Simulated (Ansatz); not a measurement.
## P: from a first guess to the relaxed diamond type

First guess:

```
CELL_PARAMETERS angstrom
0.00000 2.52595 2.52595
2.52595 0.00000 2.52595
2.52595 2.52595 0.00000
ATOMIC_POSITIONS crystal
P 0.00000 0.00000 0.00000
P 0.25000 0.25000 0.25000
```

Theory: DFT, PBE, PAW with Ansatz's default frozen-core files, scalar-relativistic in Ansatz 0.2.0.

Cell and atoms relax within the symmetry of the start on a 11×11×11 k mesh with 0.08 eV Fermi–Dirac smearing.

The start is built from a prototype, known or not as a phase of this compound; the cutoff is 420 eV.

Task: What is the pressure of the first guess?

Result: 16.99 GPa.

Task: What does it relax to?

Result: a = 5.480 Å, b = 5.480 Å, c = 5.480 Å, α = 90.00°, β = 90.00°, γ = 90.00° (conventional cell), 20.57 Å³ per atom:
```xyz
2
Lattice="0.0000 2.7402 2.7402 2.7402 0.0000 2.7402 2.7402 2.7402 0.0000" Properties=species:S:1:pos:R:3 pbc="T T T"
P     0.0000    0.0000    0.0000
P     1.3701    1.3701    1.3701
```

Task: How much energy does the relaxation release?

Result: 194 meV/atom.
